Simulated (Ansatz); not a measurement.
**Ionic part of the dielectric constant of ZnS at 4 GPa, mode by mode**

Computed with Ansatz 0.2.0, DFT PBEsol, scalar-relativistic, plane waves, PAW. Cutoff 420 eV, 10×10×10 k-points (Γ-centred), fixed occupations. No spin polarisation. Phonons by linear response, acoustic sum rule imposed.

Symmetry: F-43m, No. 216, cubic system. Conventional cell: a = 5.275 Å, b = 5.275 Å, c = 5.275 Å, α = 90.00°, β = 90.00°, γ = 90.00°. Zn (site symmetry -43m) is surrounded by 4 S at 2.28 Å. Around S (site symmetry -43m) lie 4 Zn at 2.28 Å.

The primitive cell has V = 36.71 Å³ and ε∞,xx = 6.090. Each polar mode adds Δε = (4.92064×10⁷/V)·S/ν² along x, with S its oscillator strength in e²/amu, ν in cm⁻¹ and V in Å³.

Task: From these modes, find each Δε and ε0,xx.
```
ν (cm⁻¹) S_xx (e²/amu)
   301.6          0.165
```

Result:
```csv
ν (cm⁻¹),Δε
301.6,2.43
```

The sum is 2.431, so ε0,xx = 8.52; the run's tensor has 8.52.

Task: Where do the longitudinal modes lie for a wave vector along x?

Result: At 357 cm⁻¹. The Lyddane–Sachs–Teller product Π(ν_LO/ν_TO)² = 1.40 matches ε0/ε∞ = 1.40.

Cost: 1 run of about 1.4 core-minutes, on Intel Xeon Processor @ 2.70GHz (shared hosts).

The lattice adds 2.43 to an electronic constant of 6.090, so most of the static screening in compressed ZnS comes from the electrons. All of the ionic part comes from the single, triply degenerate optical mode of zinc blende, in which the Zn and S sublattices move against each other. Its oscillator strength, taken with the reduced mass of the pair, implies a Born charge somewhat below the formal ionic value, as expected for a polar but substantially covalent tetrahedral bond. The stiffness of that bond limits the ionic response further, since the contribution falls with the square of the transverse frequency.

The electronic constant is clearly larger than that known for ZnS, probably because the semilocal functional makes the gap too small and the electrons too polarisable. This excess screening weakens the macroscopic field that lifts the longitudinal mode to 357 cm⁻¹, so the longitudinal–transverse splitting is probably underestimated. The Lyddane–Sachs–Teller agreement doesn't argue against this, as it tests internal consistency and not the accuracy of either constant.
